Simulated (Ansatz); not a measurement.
# AlN (wurtzite to rock salt path): the cost of one run

Method: DFT PBEsol, scalar-relativistic, plane waves, PAW, in Ansatz 0.2.0.

**1. The system as given**

The structure is hexagonal, space group P6_3mc (No. 186). The conventional cell has a = 3.309 Å, b = 3.309 Å, c = 3.971 Å, α = 90.00°, β = 90.00°, γ = 120.00°. Al (site symmetry 3m) is surrounded by 5 N at 1.91 to 2.02 Å. Around N (site symmetry 3m) lie 5 Al at 1.91 to 2.02 Å.

Structure file:

```xyz
4
Lattice="1.6547 -2.8660 0.0000 1.6547 2.8660 0.0000 0.0000 0.0000 3.9713" Properties=species:S:1:pos:R:3 pbc="T T T"
Al    0.0000    0.0000    0.0000
Al    1.6547   -0.9553    1.9857
N     0.0000    0.0000    1.9539
N     1.6547   -0.9553    3.9395
```

**2. Relaxing cell and atoms: AlN (wurtzite to rock salt path), no spin, 10 GPa**

File input.yaml:

```yaml
crystal:
  lattice:
    - [1.6547130344, -2.8659629755, 0.0]
    - [1.6547130344, 2.8659629755, 0.0]
    - [0.0, 0.0, 3.9713112825]
  atoms:
    - { symbol: Al, position: [0.0, 0.0, 0.0] }
    - { symbol: Al, position: [0.6666666667, 0.3333333333, 0.5] }
    - { symbol: "N", position: [0.0, 0.0, 0.492] }
    - { symbol: "N", position: [0.6666666667, 0.3333333333, 0.992] }
scf:
  occupations: { method: fixed }
output:
  forces: true
  stress: true
  eigenvalues: true
  write_density: true
  write_potential: true
  elf: true
  volumetric_format: npy
hamiltonian:
  xc: pbesol
basis:
  ecutwfc: 520
kpoints:
  mp_grid: { grid: [9, 9, 7] }
relax:
  f_tol: 0.01
  max_steps: 50
  cell: { stress_tol: 0.05, p_target: 10, fix: [shape] }
```

The run is started by

```console
$ ansatz run input.yaml --threads 2 --pin off --max-ram 6144MiB --backend cpu --events-out ev --progress --plain --runs-dir out
```

What time and memory should one allow on 2 threads of Arm Neoverse V2, shared host?

About 13 s, with a peak of 0.38 GiB.
